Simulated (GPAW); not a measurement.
# ZnS (Wurtzite-2H) (P6_3mc) in GPAW: a series of runs

One crystal, ZnS (Wurtzite-2H), is run at these levels: PBE, BP86; tasks: dielectric tensor, band structure.

Program: GPAW 26.7.0. These are calculated values, not measurements. Logs are shortened: lines on timing, memory, paths and dates and some standing lists are left out, and cuts for length are marked. The log counts tension as positive stress, the text compression.

**What was measured.**

A printed reference work, monograph reports, for a bulk crystal of ZnS at 4 K: band gap 3.911 eV (direct).

The results are compared with them further down.

### 1 The crystal as given

It takes space group P6_3mc (No. 186, hexagonal). Conventional cell: a = 3.811 Å, b = 3.811 Å, c = 6.234 Å, α = 90.00°, β = 90.00°, γ = 120.00°. Zn (site symmetry 3m) has 4 S at 2.31 to 2.40 Å as nearest neighbours. S (site symmetry 3m) is surrounded by 4 Zn at 2.31 to 2.40 Å.

### 2 Dielectric tensor, PBE

File run.py:

```python
import numpy as np
from ase import Atoms
from ase.dft.bandgap import bandgap
from ase.io import write
from gpaw import GPAW, PW
from gpaw.response.df import DielectricFunction

atoms = Atoms(['Zn', 'Zn', 'S', 'S'],
              cell=[[3.811, 0.0, 0.0],
                    [-1.9055, 3.3004228138, 0.0],
                    [0.0, 0.0, 6.234]],
              scaled_positions=[[0.6666666667, 0.3333333333, 0.5],
                                [0.3333333333, 0.6666666667, 0.0],
                                [0.6666666667, 0.3333333333, 0.885],
                                [0.3333333333, 0.6666666667, 0.385]],
              pbc=True)

calc = GPAW(mode=PW(450),
            xc='PBE',
            kpts={'size': (7, 7, 4), 'gamma': True},
            occupations={'name': 'fermi-dirac', 'width': 0.001},
            nbands=31,
            convergence={'density': 1e-06},
            maxiter=150,
            txt='gpaw.txt')
atoms.calc = calc
energy = atoms.get_potential_energy()
calc.write('gs.gpw')
write('result.traj', atoms)
print(f'Energy: {energy:.6f} eV')
print('Fermi level:', round(calc.get_fermi_level(), 4), 'eV')
print(f'Gap: {bandgap(calc)[0]:.4f} eV, direct: {bandgap(calc, direct=True)[0]:.4f} eV')

for size in [(11, 11, 6), (16, 16, 9)]:
    name = 'x'.join(str(n) for n in size)
    dense = calc.fixed_density(kpts={'size': size, 'gamma': True},
                               nbands=64, convergence={'bands': 58, 'eigenstates': 1e-7},
                               update_fermi_level=True, txt=f'dense-{name}.txt')
    dense.write(f'{name}.gpw', mode='all')
    df = DielectricFunction(f'{name}.gpw', frequencies=np.array([0.0]), hilbert=False, eta=0.001,
                            ecut=80, nbands=58, intraband=False, txt=f'df-{name}.txt')
    for xc in ['RPA', 'Bootstrap', 'ALDA_X']:
        for direction in ['x', 'y', 'z', [0, 1, 1], [1, 0, 1], [1, 1, 0]]:
            e0, e = df.get_macroscopic_dielectric_constant(xc=xc, direction=direction)
            print(f'{name} {xc} {direction}: {e0:.4f} without, {e:.4f} with local fields')
```

Potentials or basis: GPAW PAW data sets (gpaw-data 1.2.1), pw.

Launch:

```bash
$ OMP_NUM_THREADS=1 python run.py
```

gpaw.txt:

```text
__  _  _
 | _ |_)|_||  |
 |__||  | ||/\| - 26.7.0

Input parameters:
  mode=PW(ecut=450.00000000000006),
  convergence={'density': 1e-06},
  kpts=MonkhorstPack(size=(7, 7, 4), gamma=True),
  maxiter=150,
  nbands=31,
  occupations=Occupations(name='fermi-dirac', width=0.001),
  xc=XC(name='PBE')

Diagonalizing LCAO Hamiltonian
Converting LCAO to pw mode

            S

            Zn
        S

        Zn

Atoms  # Å, Bohr magnetons
|   | symbol |         x |        y |        z |    initial magnetic moments |
|---|--------|-----------|----------|----------|-----------------------------|
| 0 |     Zn |  1.905500 | 1.100141 | 3.117000 | ( 0.0000,  0.0000,  0.0000) |
| 1 |     Zn | -0.000000 | 2.200282 | 0.000000 | ( 0.0000,  0.0000,  0.0000) |
| 2 |      S |  1.905500 | 1.100141 | 5.517090 | ( 0.0000,  0.0000,  0.0000) |
| 3 |      S | -0.000000 | 2.200282 | 2.400090 | ( 0.0000,  0.0000,  0.0000) |

Unit cell  # Å
| periodic |         x |        y |        z |  lengths |     angles |
|----------|-----------|----------|----------|----------|------------|
|      yes |  3.811000 | 0.000000 | 0.000000 | 3.811000 |  90.000000 |
|      yes | -1.905500 | 3.300423 | 0.000000 | 3.811000 |  90.000000 |
|      yes |  0.000000 | 0.000000 | 6.234000 | 6.234000 | 120.000000 |

Number of symmetries: 6
Symmetry operations  # r_c * U_cc + t_c -> r_c
|   | kind |            matrix            |
|---|------|------------------------------|
| 0 |  σ   |  1, 1, 0,  0,-1, 0,  0, 0, 1 |
| 1 |  E   |  1, 0, 0,  0, 1, 0,  0, 0, 1 |
| 2 |  C3  |  0, 1, 0, -1,-1, 0,  0, 0, 1 |
| 3 |  σ   |  0,-1, 0, -1, 0, 0,  0, 0, 1 |
| 4 |  σ   | -1, 0, 0,  1, 1, 0,  0, 0, 1 |
| 5 |  C3  | -1,-1, 0,  1, 0, 0,  0, 0, 1 |

BZ-sampling:
  Number of BZ points: 196
  Number of IBZ points: 28

  Monkhorst-Pack size: [7, 7, 4]
  Monkhorst-Pack shift: [0.0, 0.0, 0.125]

K-points  # in reciprocal-cell coordinates
|     |                                coordinates |     weight |
|-----|--------------------------------------------|------------|
|   0 | (  0.00000000,   0.00000000,   0.00000000) | 0.00510204 |
|   1 | (  0.00000000,   0.00000000,   0.25000000) | 0.01020408 |
|   2 | (  0.00000000,   0.00000000,   0.50000000) | 0.00510204 |
|   3 | (  0.14285714,   0.00000000,  -0.25000000) | 0.03061224 |
|   4 | (  0.14285714,   0.00000000,   0.00000000) | 0.03061224 |
|   5 | (  0.14285714,   0.00000000,   0.25000000) | 0.03061224 |
|   6 | (  0.14285714,   0.00000000,   0.50000000) | 0.03061224 |
|   7 | (  0.28571429,  -0.14285714,   0.00000000) | 0.03061224 |
|   8 | (  0.28571429,  -0.14285714,   0.25000000) | 0.06122449 |
|   9 | (  0.28571429,  -0.14285714,   0.50000000) | 0.03061224 |
| ... |                                            |            |
|  27 | (  0.42857143,   0.42857143,   0.50000000) | 0.03061224 |

Plane wave coefficients: 1737
Cutoff: 450.00000000000006 eV

Spin-components: 1 (collinear spins)
Bands:           31
Projectors:      22
Spin-degeneracy: 2
Datatype:        complex128

Parallelization:
  kpt:    1
  domain: 1
  band:   1

Density:
  Valence electrons: 36.0
  Components: 1
  Grid points: [20 20 32]
  Charge: 0.0  # |e|

Potential:
  Grid points: [20 20 32]

species:
  Zn:
    name:    Zinc
    Z:       30.0
    valence: 12
    core:    18
    charge:  0.0  # [|e|]
    compensation charges:
      type: gauss
      rc: 0.37  # [Å]
      lmax: 2
    cutoffs:
      filter: 2.14  # [Å]
      core: 2.28  # [Å]
    projectors
    | kind |    occ | energy [eV] | rcut [Å] |
    |------|--------|-------------|----------|
    |   4s |  2.000 |      -5.977 |    1.286 |
    |   4p |  0.000 |      -1.117 |    1.270 |
    |   3d | 10.000 |     -10.142 |    1.180 |
    |    s |        |      21.234 |    1.286 |
    |    p |        |      26.095 |    1.270 |
    |    d |        |      17.070 |    1.180 |

    Using partial waves for Zn as LCAO basis

  S:
    name:    Sulfur
    Z:       16.0
    valence: 6
    core:    10
    charge:  0.0  # [|e|]
    compensation charges:
      type: gauss
      rc: 0.24  # [Å]
      lmax: 2
    cutoffs:
      filter: 1.77  # [Å]
      core: 1.66  # [Å]
    projectors
    | kind |    occ | energy [eV] | rcut [Å] |
    |------|--------|-------------|----------|
    |   3s |  2.000 |     -17.254 |    0.974 |
    |   3p |  4.000 |      -7.008 |    0.979 |
    |    s |        |       9.957 |    0.974 |
    |    p |        |      20.203 |    0.979 |
    |    d |        |       0.000 |    0.900 |

    Using partial waves for S as LCAO basis

Reference energy: -119437.893101  # eV

eigensolver:
  PPCG
  Converge bands: occupied
  niter=2

density mixing:
  MSR1-Mixer
  Pratt-step length: 0.05
  Maximum mixing coefficient: 0.75
  Old densities: 10
  SVD Regularization: 0.005
  Good broyden scale: 1.0
  Trust region scale: 1.0
  Backstep threshold: 4.0
  History deletion threshold: 6.0
  Fourier metric: weight=20.0, sigma=0.015

occupation numbers:
  Fermi-Dirac:
    width: 0.0010  # eV

poisson solver:
  ecut: 3600.0000000000005  # eV

xc functional:
  name: PBE with 2 nearest neighbor stencil

convergence criteria:
- Maximum integral of absolute [dens]ity change: 1e-06 electrons / valence electron
- Maximum [total energy] change in last 3 cyles: 0.0005 eV / valence electron
- Maximum integral of absolute [eigenst]ate change: 4e-08 eV^2 / valence electron
maximum number of iterations: 150

SCF iterations
|iter     | |      energy | eigst |  dens |
|---------|-|-------------|-------|-------|
|iter:   1| |  -14.502535 | -0.02 |       |
|iter:   2| |  -14.335601 | -1.61 | -1.18 |
|iter:   3| |  -13.762285 | -1.39 | -1.23 |
|iter:   4| |  -13.762660 | -2.57 | -1.79 |
|iter:   5| |  -13.765573c| -3.74 | -2.23 |
|iter:   6| |  -13.765454c| -4.24 | -2.99 |
|iter:   7| |  -13.765501c| -5.13 | -3.51 |
|iter:   8| |  -13.765514c| -6.23 | -3.85 |
|iter:   9| |  -13.765514c| -7.67c| -4.64 |
|iter:  10| |  -13.765514c| -8.40c| -5.08 |
|iter:  11| |  -13.765514c| -8.02c| -5.56 |
|iter:  12| |  -13.765514c| -8.63c| -6.30c|

Converged in 12 steps
Energy contributions relative to reference atoms: (reference = -119437.893101)

Energy contributions:
  Kinetic:          23.502709
  Coulomb:         -19.737915
  Zero:              0.030633
  External:          0.000000
  Xc:              -17.560941
  Entropy:          -0.000000
  Spinorbit:         0.000000
  ----------------------------
  Free energy:     -13.765514
  Extrapolated:    -13.765514

dipole moment: (0.000000, 0.000000, -7.453535)  # |e|*Ang

Fermi level: 4.616
Eigenvalues  # (at kpt = [0.000, 0.000, 0.000])
| band index |      eig [eV] | occ [0-2] |
|------------|---------------|-----------|
|          0 |        -9.372 |     2.000 |
|        ... |               |           |
|         10 |        -1.968 |     2.000 |
|         11 |        -1.810 |     2.000 |
|         12 |        -1.339 |     2.000 |
|         13 |         2.963 |     2.000 |
|         14 |         2.963 |     2.000 |
|         15 |         3.808 |     2.000 |
[... 8 lines left out ...]
|         24 |        11.402 |     0.000 |
|         25 |        13.117 |     0.000 |
|        ... |               |           |
|         30 |        16.046 |     0.000 |

Gap: 2.244 eV
Transition (v -> c):
  (s=0, k=0, n=17, [0.00, 0.00, 0.00]) -> (s=0, k=0, n=18, [0.00, 0.00, 0.00])
No difference between direct/indirect transitions
# Writing to gs.gpw (mode='')
```

It took 13 min on 1 thread of Arm Neoverse V2, shared host; peak memory 1.8 GiB.

What came out:

```yaml
Free_energy: -13.7655 eV
Band_gap_on_the_k_mesh: 2.24 eV, direct
Electronic_dielectric_tensor_diagonal: 5.48, 5.48, 5.54
```

Electronic dielectric tensor:
```
5.48 0.00 0.00
0.00 5.48 0.00
0.00 0.00 5.54
```

Caveat: the long-wavelength limit can be off by several per cent where d states take part; an odd mesh through Γ misses points on the zone boundary, where band edges often lie.

(Continued in part 2 of 2.)
